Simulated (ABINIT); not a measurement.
Runs of ABINIT 10.8.3 (patched build) on SnO. Symmetry: P4/nmm, No. 129, tetragonal system. The conventional cell has a = 3.814 Å, b = 3.814 Å, c = 4.887 Å, α = 90.00°, β = 90.00°, γ = 90.00°. Around Sn (site symmetry 4mm) lie 4 O at 2.23 Å. O (site symmetry -4m2) has 4 Sn at 2.23 Å as nearest neighbours. The cell is a database's computed one.

```csv
task,level,potentials or basis,cell,k mesh,cutoff (eV),smearing,cell freedom (optcell),optimiser (ionmov),cutoff smearing ecutsm (Ha),force stop (Ha/bohr),bands in the sums,gap on the mesh (eV),pressure (GPa),largest force (eV/Å)
relaxation of cell and atoms,LDA,PseudoDojo NC SR LDA v0.4.1 standard,relaxed,5 × 5 × 4,1143,fermi-dirac 0.05 eV,2,2,0.5,2e-05,-,0.30,0.0,-
single point,LDA,PseudoDojo NC SR LDA v0.4.1 standard,cell relaxed,5 × 5 × 4,1143,fermi-dirac 0.05 eV,-,-,-,-,-,0.30,0.0,-
optical spectrum,LDA,PseudoDojo NC SR LDA v0.4.1 standard,as given,"8 × 8 × 8, shifted",952,fixed,-,-,-,-,32,-,-,0.20
single point,LDA,PseudoDojo NC SR LDA v0.4.1 standard,as given,5 × 5 × 4,952,fermi-dirac 0.05 eV,-,-,-,-,-,(a),-,0.20
positron lifetime,PBEsol,JTH PAW PBE v2.0,as given,5 × 5 × 4,517,fermi-dirac 0.05 eV,-,-,-,-,-,(b),-,0.10
single point,PBEsol,PseudoDojo NC SR PBEsol v0.4.1 standard,as given,5 × 5 × 4,980,fermi-dirac 0.05 eV,-,-,-,-,-,0.54,(c),0.15
optical spectrum,PBEsol,PseudoDojo NC SR PBEsol v0.4.1 standard,as given,"8 × 8 × 8, shifted",980,fixed,-,-,-,-,28,-,-0.5,0.16
```

Alike in all rows: no spin polarisation.

**Question.** Estimate the missing entries.

**Answer.** (a) 0.64; (b) 0.56; (c) -0.4.

Caveats: spin-orbit coupling is left out, which moves the levels of the heavy elements (some runs); an odd mesh through Γ misses points on the zone boundary, where band edges often lie (some runs); spectra need much finer meshes, so this one isn't converged (some runs); independent-particle spectra lack excitons (some runs); the cutoff is short for stress, so the pressure is rough (some runs); the PAW basis is incomplete for the positron (some runs); the PAW data sets were made with another functional, which shifts forces and pressure a little (some runs).

A k mesh can miss the band edges, and the runs leave out spin-orbit coupling on Sn.

Runs at the PBE level aren't shown here.
